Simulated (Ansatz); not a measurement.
Cu Kα1 powder pattern (kinematic, no thermal factors).
```json
{"2θ (°)": "14.09", "relative intensity": "100"}
{"2θ (°)": "28.39", "relative intensity": "3"}
{"2θ (°)": "31.55", "relative intensity": "7"}
{"2θ (°)": "31.82", "relative intensity": "12"}
{"2θ (°)": "32.27", "relative intensity": "3"}
{"2θ (°)": "33.68", "relative intensity": "2"}
{"2θ (°)": "35.70", "relative intensity": "6"}
{"2θ (°)": "36.91", "relative intensity": "16"}
{"2θ (°)": "38.25", "relative intensity": "13"}
{"2θ (°)": "39.69", "relative intensity": "3"}
{"2θ (°)": "44.61", "relative intensity": "1"}
{"2θ (°)": "46.42", "relative intensity": "7"}
{"2θ (°)": "48.31", "relative intensity": "10"}
{"2θ (°)": "50.27", "relative intensity": "5"}
{"2θ (°)": "56.01", "relative intensity": "9"}
{"2θ (°)": "58.06", "relative intensity": "11"}
{"2θ (°)": "58.74", "relative intensity": "1"}
{"2θ (°)": "58.74", "relative intensity": "2"}
{"2θ (°)": "61.01", "relative intensity": "3"}
{"2θ (°)": "63.34", "relative intensity": "3"}
{"2θ (°)": "63.97", "relative intensity": "1"}
{"2θ (°)": "65.87", "relative intensity": "1"}
{"2θ (°)": "68.98", "relative intensity": "2"}
{"2θ (°)": "69.85", "relative intensity": "2"}
{"2θ (°)": "75.62", "relative intensity": "2"}
{"2θ (°)": "75.63", "relative intensity": "1"}
{"2θ (°)": "77.05", "relative intensity": "2"}
{"2θ (°)": "78.57", "relative intensity": "1"}
{"2θ (°)": "85.53", "relative intensity": "4"}
{"2θ (°)": "87.50", "relative intensity": "1"}
{"2θ (°)": "89.55", "relative intensity": "1"}
```

The pattern is computed from a structure relaxed with DFT PBE, scalar-relativistic, plane waves, PAW (Ansatz). No spin polarisation. Its elements are P.

Question: Give the structure.

Answer: P.
Space group P6_3/mmc (No. 194). a = 3.281 Å, b = 3.281 Å, c = 37.692 Å, α = 90.00°, β = 90.00°, γ = 120.00°
```tsv
atom	site	symmetry	x	y	z
P	4e	3m.	0.0000	0.0000	0.1828
P	4f	3m.	0.3333	0.6667	0.5165
P	4f	3m.	0.3333	0.6667	0.6498
```

A pattern alone doesn't exclude other cells with like lines; this is the one computed.

The cell was found from a structure generator's guess, not taken from experiment. No dispersion correction is applied, so the spacing between layers, chains or molecules is poorly fixed.
